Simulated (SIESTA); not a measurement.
Runs of SIESTA 5.4.2 on CdTe. The structure is cubic, space group F-43m (No. 216). Conventional cell: a = 6.410 Å, b = 6.410 Å, c = 6.410 Å, α = 90.00°, β = 90.00°, γ = 90.00°. Te (site symmetry -43m) has 4 Cd at 2.78 Å as nearest neighbours. Cd (site symmetry -43m) is surrounded by 4 Te at 2.78 Å. 

```csv
task,level,potentials or basis,spin,cell,k mesh,optimiser,force tolerance,stress tolerance (GPa),ensemble,max steps,grid cutoff,energy shift,mesh quality,gap on the mesh (eV),pressure (GPa),relaxed volume (Å³/atom)
relaxation of cell and atoms,PBE,"PseudoDojo 0.4 standard (PBE files), TZDP (energy shift 0.002 Ry)",off,relaxed,7 × 7 × 7,CG,0.02 eV/Å,-,-,-,800 Ry,0.002 Ry,not flagged,(a),0.0,36.39
band structure,PBE,"PseudoDojo 0.4 standard (PBE files), DZP (energy shift 0.01 Ry)",off,as given,7 × 7 × 7,-,-,-,-,-,800 Ry,0.01 Ry,not flagged,1.07,2.7,-
relaxation of cell and atoms,PBE,"PseudoDojo 0.4 standard (PBE files), SZP (energy shift 0.002 Ry)",off,relaxed,7 × 7 × 7,Broyden,0.02 eV/Å,-,-,-,800 Ry,0.002 Ry,not flagged,0.93,0.0,37.16
band structure,PBEsol,"PseudoDojo 0.4 standard (PBEsol files), DZP (energy shift 0.003 Ry; two zetas on semicore shells)",off,as given,7 × 7 × 7,-,-,-,-,-,800 Ry,0.003 Ry,not flagged,1.04,1.5,-
relaxation of cell and atoms,PBEsol,"PseudoDojo 0.4 standard (PBEsol files), TZP (energy shift 0.002 Ry)",off,relaxed,5 × 5 × 5,Broyden,0.01 eV/Å,0.05,-,-,1200 Ry,0.002 Ry,not flagged,0.74,0.0,34.42
relaxation of cell and atoms,revPBE,"PseudoDojo 0.4 standard (PBE files), DZP (energy shift 0.002 Ry)",off,relaxed,7 × 7 × 7,CG,0.04 eV/Å,-,-,-,800 Ry,0.002 Ry,not flagged,0.83,-0.1,37.41
relaxation of cell and atoms,LDA,"PseudoDojo 0.4 standard (LDA files), DZP (energy shift 0.002 Ry)",off,relaxed,5 × 5 × 5,Broyden,0.01 eV/Å,0.05,-,-,800 Ry,0.002 Ry,not flagged,0.93,0.0,(c)
band structure,AM05,"PseudoDojo 0.4 standard (PBEsol files), DZP (energy shift 0.002 Ry)",off,as given,7 × 7 × 7,-,-,-,-,-,800 Ry,0.002 Ry,not flagged,1.18,(b),-
band structure,PBE,"SG15 1.2 NC or PseudoDojo by element (PBE files), DZP (energy shift 0.002 Ry)",off,as given,7 × 7 × 7,-,-,-,-,-,800 Ry,0.002 Ry,not flagged,1.64,6.4,-
band structure,PBEsol,"PseudoDojo 0.4 standard (PBEsol files), DZP (energy shift 0.002 Ry)",off,as given,7 × 7 × 7,-,-,-,-,-,800 Ry,0.002 Ry,not flagged,1.09,2.1,-
band structure,BLYP,"PseudoDojo 0.4 standard (PBE files), DZP (energy shift 0.003 Ry; two zetas on semicore shells)",off,as given,7 × 7 × 7,-,-,-,-,-,800 Ry,0.003 Ry,not flagged,1.10,6.6,-
```

Alike in all rows: smearing fermi-dirac 0.05 eV.

Problem. Fill in the values left out.

Solution. (a) 0.68; (b) 2.5; (c) 33.20.

Caveats: spin-orbit coupling is left out, which moves the levels of the heavy elements; the basis of atomic orbitals isn't converged, which shifts pressures, moduli and gaps; semicore shells carry a single zeta, which can move pressures by several GPa and volumes by a few percent (some runs); an odd mesh through Γ misses points on the zone boundary, where band edges often lie (some runs); the potentials were made for another functional, which shifts forces and pressure (some runs); the volume moved by +11 % from the deposited cell, more than functionals usually miss (some runs); the volume moved by +13 % from the deposited cell, more than functionals usually miss (some runs).

A k mesh can miss the band edges, and the runs leave out spin-orbit coupling on Cd, Te.

Not every run made on this cell is shown here.
